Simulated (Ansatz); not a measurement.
**Calculation log, RbBr (Fm-3m) (elastic constants by finite strains)**

Computed with r²SCAN, all-electron PAW in Ansatz 0.2.0, datasets made for the crystal, scalar-relativistic; not a measurement.

The cell comes from a PAW relaxation under the same functional.

Command line:

```sh
ansatz run input.yaml --threads 1 --pin off --max-ram 2560MiB --backend cpu --events-out ev --progress --plain --runs-dir out
```

input.yaml:

```yaml
crystal:
  lattice:
    - [0.0, 3.46173421155, 3.46173421155]
    - [3.46173421155, 0.0, 3.46173421155]
    - [3.46173421155, 3.46173421155, 0.0]
  atoms:
    - { symbol: Rb, position: [0.0, 0.0, 0.0] }
    - { symbol: Br, position: [0.5, 0.5, 0.5] }
kpoints:
  mp_grid: { grid: [6, 6, 6] }
scf:
  occupations: { method: fixed }
hamiltonian:
  xc: r2scan
  pseudopotentials: { kind: all_electron, datasets: crystal }
elastic:
  mode: relaxed_ion
  stencil: two_point
  amplitude: 0.003
```

The program printed:

```
Warning: RAYON_NUM_THREADS=1 ignored (pool sized by the plan → 1); use --threads N
hamiltonian.pseudopotentials.datasets: crystal makes datasets for this crystal and solves the spheres of its atoms anew in each pass: cutoff 200.0 eV, the density's 1400.0 eV; recipe b50734fd77c5.33.16, for an error of 0.50 meV ...
Engine: ansatz 0.2.0, aarch64-unknown-linux-gnu
Pseudopotentials: kind: all_electron
Pseudopotential: Rb, paw, valence charge 9, recommended cutoff 200 eV (normal), crystal/all_electron/r2scan/scalar/gaussian/Rb, Koelling and Harmon's equation, gaussian nucleus
Pseudopotential: Br, paw, valence charge 7, recommended cutoff 200 eV (normal), crystal/all_electron/r2scan/scalar/gaussian/Br, Koelling and Harmon's equation, gaussian nucleus
Functional definition: r2SCAN
  parameter k0 = 0.174
  parameter k1 = 0.065
  parameter a1 = 4.9479
  exchange = r2scan_x(k0 = k0, k1 = k1, a1 = a1)
  correlation = r2scan_c
davidson cushion auto → on  (no smearing: the cushion is to keep the highest requested band from converging to the state above it; pin scf.eigensolver.cushion to override)
Crystal: 2 atoms, lattice volume = 82.968 Å³
Basis set: ecut = 200 eV, 531 PW (Γ), exchange–correlation on 120×120×120 points (64 copies of the dense FFT grid, shifted against one another)
Bands: 12, of which v1, the nominal top of the filled ones, is band 8 counted from 1 (7 counted from 0)
Symmetry: 48 space group operations
Space group: Fm-3m (ITA 225), of the structure as read, at distance tolerance 4.4e-5 Å
k-points: 16 of 216
Non-local potential: Rb, projectors of the file, l = 0: 2, l = 1: 2, l = 2: 2
Non-local potential: Br, projectors of the file, l = 0: 2, l = 1: 1
PAW form: soft (Blöchl's): semilocal exchange-correlation on the pseudo side does not see the compensation charge
PAW one-centre angular grid: Rb, 302 points (default); XC on its mesh's 1897 points in the sphere
PAW one-centre angular grid: Br, 302 points (default); XC on its mesh's 1905 points in the sphere
Initial density: superposition of atomic densities (neutral atoms: chi_scale 0, normalization atom)
Initial wavefunctions: pseudopotential atomic-orbital guess
Functional: x = r2scan, c = r2scan; τ floored in thin density (d = 2e-4 eV/Å³)
iter 1 solved again at ethr=5.89e-3 eV; its pass at ethr=1.00e-1 eV (dr2=9.43e-1 eV) is discarded
SCF iter   1: F=—  HF=-152078.181370 eV  |F-HF|=—  |Δ(HF+E_count)|=         —  Δρ=1.96e-2  dr2=9.26e-1  dr2_τ=1.14e-2  ethr=5.89e-3  ⟨swp⟩=3.5  Hψ=1216  notcnv=0
preconditioner: auto → none  [insulator: Δε(μ)=5.633 eV  Ē_g=14.255 eV  n_scr=14 (ndim 8)  ℏωp=15.3 eV  f_vac=0.000  ε∞_Penn≈2.1]
iter 2 solved again at ethr=3.07e-4 eV; its pass at ethr=5.79e-3 eV (dr2=4.91e-2 eV) is discarded
SCF iter   2: F=—  HF=-152077.863589 eV  |F-HF|=—  |Δ(HF+E_count)|=   3.18e-1  Δρ=7.77e-3  dr2=4.95e-2  dr2_τ=6.77e-3  ethr=3.07e-4  ⟨swp⟩=2.6  Hψ=1092  notcnv=0  defer=2
SCF iter   3: F=—  HF=-152077.885317 eV  |F-HF|=—  |Δ(HF+E_count)|=   2.17e-2  Δρ=3.60e-3  dr2=1.03e-2  dr2_τ=1.08e-5  ethr=3.07e-4  ⟨swp⟩=3.2  Hψ=513  notcnv=0  defer=2
[... 72 lines left out ...]
SCF iter   9: F=—  HF=-152077.897474 eV  |F-HF|=—  |Δ(HF+E_count)|=  1.46e-10  Δρ=4.75e-8  dr2=6.94e-13  dr2_τ=9.39e-14  ethr=1.00e-12  ⟨swp⟩=2.9  Hψ=1329  notcnv=0
SCF iter  10: F=-152077.897474 eV  HF=-152077.897474 eV  |F-HF|=2.91e-11  |Δ(HF+E_count)|=  5.82e-11  Δρ=1.51e-8  dr2=8.21e-14  dr2_τ=1.02e-14  ethr=1.00e-12  ⟨swp⟩=2.6  Hψ=1314  notcnv=0
SCF 5 converged in 10 iterations: F = -152077.897474 eV  dr2 = 8.21e-14
  Residual-converged pass: ⟨swp⟩=3.1  Hψ=1428  notcnv=0  max |occ|·‖R‖ = 9.1e-9 eV (tolerance 1.0e-8 eV)  dr2=7.69e-14  dr2_τ=9.99e-15  dr2_onsite=3.49e-14  max |Δocc| = 0.0e0
SCF converged after 12 iterations
Free energy (F): -152077.897484 eV
Harris-Foulkes:  -152077.897484 eV  (|F-HF|=2.91e-11)
Internal energy: -152077.897484 eV  (E = F + TS)
E sigma→0 (E₀):  -152077.897484 eV
Past the cutoff: the bands carry plane waves up to 2.50 times it, of which those up to 1.5 times it add -0.000946 eV an atom, each by itself; the spheres take 0.000306 eV an atom off the energy for waves past 2.50 times it
Past the cutoffs: a stress includes 0.0020 GPa for waves and charges beyond them, in addition to the slope of what the spheres take
In the spheres:  the bands' charges fall short by 1.8e-6 e at most (sound up to 1e-3)
Fermi energy:    2.032070 eV
--- Per-component energies (eV) ---
  E_band       = -98.064793
  E_kinetic    = 258.417113
  E_local      = -521.091616  (includes V_loc(G=0)·N_el)
  E_nonlocal   = 25.873063
  E_hartree    = 230.092118
  E_xc         = -161.933127
  E_vxc        = -229.440251  (∫ρ·V_xc dr)
  E_paw        = -152498.360428  (= ΣΔE_a)
  E_vpaw       = -1457.584298  (= ΣTr[D̂ρ^β])
  E_vtau       = 13.861514  (kinetic-family band-sum trace: ∫τ·v_τ [+ j·A + Jᵃ·Aᵃ] dr)
  E_ewald      = -762.610047
  E_smearing   = -0.000000  (= −TS)
  E_closure    = 1351.715441  (closes the sum)
  Σ components = -152077.897484   (vs F -152077.897484, Δ=0.00e0)
  The terms above E_closure are by the made datasets' own strengths, without shells solved beside the bands.
--- Forces (eV/Å), atoms counted from 1 ---
  atom   1  Rb    -0.00000000    -0.00000000    -0.00000000
  atom   2  Br     0.00000000    -0.00000000     0.00000000
  max |Σ_I F_I| component: 6.02e-30 eV/Å
--- Stress (GPa, compression-positive) ---
        0.011473      -0.000000      -0.000000
       -0.000000       0.011473      -0.000000
        0.000000       0.000000       0.011473
  P = ⅓ Tr σ = 0.0115 GPa (0.115 kbar)
--- Elastic constants: 2 strain directions × 2 members + reference (group order 48) ---
  dense FFT box of the reference and of every strained cell: 30×30×30
  strains applied: 11, 23; error gains: componentwise 1.00 (the most a stress slope's error grows in a printed constant), spectral 1.73 (1 for all six strains in a standard setting)
  C = ∂σ_k/∂η_j (tension-positive GPa; Voigt order 11 22 33 23 13 12):
        34.487      3.861      3.861     -0.000     -0.000      0.000
         3.861     34.487      3.861      0.000     -0.000      0.000
         3.861      3.861     34.487      0.000     -0.000      0.000
        -0.000      0.000      0.000      3.966      0.000      0.000
         0.000     -0.000      0.000     -0.000      3.966      0.000
         0.000     -0.000     -0.000      0.000     -0.000      3.966
  reference stress σ⁰ (GPa):     -0.011     -0.011     -0.011      0.000      0.000      0.000
  C* (energy form; C + prestress term) asymmetry max|C*_kj − C*_jk| = 4.441e-16 GPa — a small one proves nothing (zero by symmetry where the batch's group is 432, −43m or m−3m); a large one is finite-difference/SCF noise where ...
  moduli (Voigt/Reuss/Hill, GPa): K = 14.07/14.07/14.07   G = 8.51/5.64/7.07   E = 18.17   ν = 0.285
  mechanically stable: yes (min eigenvalue of sym C = 3.97 GPa)
  where every solve meets its electron count the energy-path curvature estimates C_jj along a normal strain and C_jj − ¼(σ⁰_aa + σ⁰_bb) along a shear (ab), closely only under elastic.basis: deformed
  strain η (Voigt 11):  stress-route row diagonal C_11 = 34.49 GPa, energy-path curvature d²(F+E_count)/dδ²/Ω₀ = 34.63 GPa
         δ    σ_11 (GPa)             F (eV)   n_scf  n_hpsi   n_pw
    -3.000e-3      -0.1172     -152077.8973843       9   12801    544   relax 0 steps, max|allowed force component| 1.09e-29 eV/Å
     3.000e-3       0.0897     -152077.8974214      10   13335    544   relax 0 steps, max|allowed force component| 3.94e-31 eV/Å
  strain η (Voigt 23):  stress-route row diagonal C_44 = 3.97 GPa, energy-path curvature d²(F+E_count)/dδ²/Ω₀ = 4.06 GPa
         δ    σ_23 (GPa)             F (eV)   n_scf  n_hpsi   n_pw
    -3.000e-3      -0.0119     -152077.8974741       9   19534    544   relax 0 steps, max|allowed force component| 1.34e-29 eV/Å
     3.000e-3       0.0119     -152077.8974741      10   20750    544   relax 0 steps, max|allowed force component| 9.07e-30 eV/Å
```

The run converged.

Elastic moduli:

Elastic constants of a crystal by Kohn-Sham DFT: slopes of the stress over finite engineering strains of the given cell, Voigt indices, Cartesian axes as in the input; Hill averages of a grain aggregate, Debye temperature from the mean sound speed over directions.

```
Bulk modulus                     : 14.07 GPa
Shear modulus                    : 7.071 GPa
Young modulus                    : 18.17 GPa
Poisson ratio                    : 0.2848
Bulk over shear modulus          : 1.99
Elastic anisotropy index         : 2.544
Least young modulus              : 10.88 GPa
Largest young modulus            : 33.71 GPa
Longitudinal sound speed         : 2665 m/s
Transverse sound speed           : 1462 m/s
Elastic debye temperature        : 133.3 K
Linear compressibility (x, y, z) : 23.69, 23.69, 23.69 1/TPa
Zener ratio                      : 0.259
Cauchy pressure                  : -0.11 GPa
```

Strained cells:

Stress of each strained cell less that at rest, tension positive.

| strain component | strain | stress xx (GPa) | stress yy (GPa) | stress zz (GPa) | stress yz (GPa) | stress xz (GPa) | stress xy (GPa) | relaxation steps |
| --- | --- | --- | --- | --- | --- | --- | --- | --- |
| xx | -0.003 | -0.1057 | -0.0116 | -0.0116 | 0 | 0 | 0 | 0 |
| xx | 0.003 | 0.1012 | 0.0116 | 0.0116 | 0 | 0 | 0 | 0 |
| yz | -0.003 | 0.0001 | 0 | 0 | -0.0119 | 0 | 0 | 0 |
| yz | 0.003 | 0.0001 | 0 | 0 | 0.0119 | 0 | 0 | 0 |

**Elastic constants**

| Item | Value |
| --- | --- |
| Pressure at rest | 0.011 GPa |
| Least elastic eigenvalue | 3.97 GPa |
| Elastically stable | yes |

```
index  elastic (GPa)
   11          34.49
   12           3.86
   44           3.97
```

Time and hardware: 34 s on 1 thread of Arm Neoverse V2, on a shared host, peak memory 0.57 GiB.
